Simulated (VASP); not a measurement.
Crystal: SnO2 (Cassiterite).

```xyz
6
Lattice="4.7380 0.0000 0.0000 0.0000 4.7380 0.0000 0.0000 0.0000 3.1865" Properties=species:S:1:pos:R:3 pbc="T T T"
Sn    2.3690    2.3690    1.5933
Sn    0.0000    0.0000    0.0000
O     3.8240    0.9140    1.5933
O     3.2830    3.2830    0.0000
O     0.9140    3.8240    1.5933
O     1.4550    1.4550    0.0000
```

Base run:

```yaml
Program: VASP 6.6.1
Functional: LAK
Potentials_or_basis: VASP PAW PBE potentials, release 64 (Sn_d, O)
Cutoff: 520 eV
k_mesh: 6 × 6 × 8
Occupations: fermi-dirac, width 0.05 eV
Spin: no spin polarisation
```

Its results: band gap on the k mesh 2.40 eV, direct.

Task: After a change of settings the same cell gave: band gap on the k mesh 3.18 eV, direct. Which change was it?
A. functional from LAK to revTPSS; further incar settings from ALGO = Normal; EDIFF = 1e-06; NBANDS = 35 to ALGO = Normal; EDIFF = 1e-07; NBANDS = 35
B. functional from LAK to TB-mBJ
C. functional from LAK to r2SCAN; further incar settings from ALGO = Normal; EDIFF = 1e-06; NBANDS = 35 to ALGO = Normal; EDIFF = 1e-07
D. functional from LAK to PBEsol; further incar settings from ALGO = Normal; EDIFF = 1e-06; NBANDS = 35 to ALGO = Normal; EDIFF = 1e-07; NBANDS = 35

Result: B.

Caveats: spin-orbit coupling is left out, which moves the levels of the heavy elements.

Not every run made on this cell is shown here.
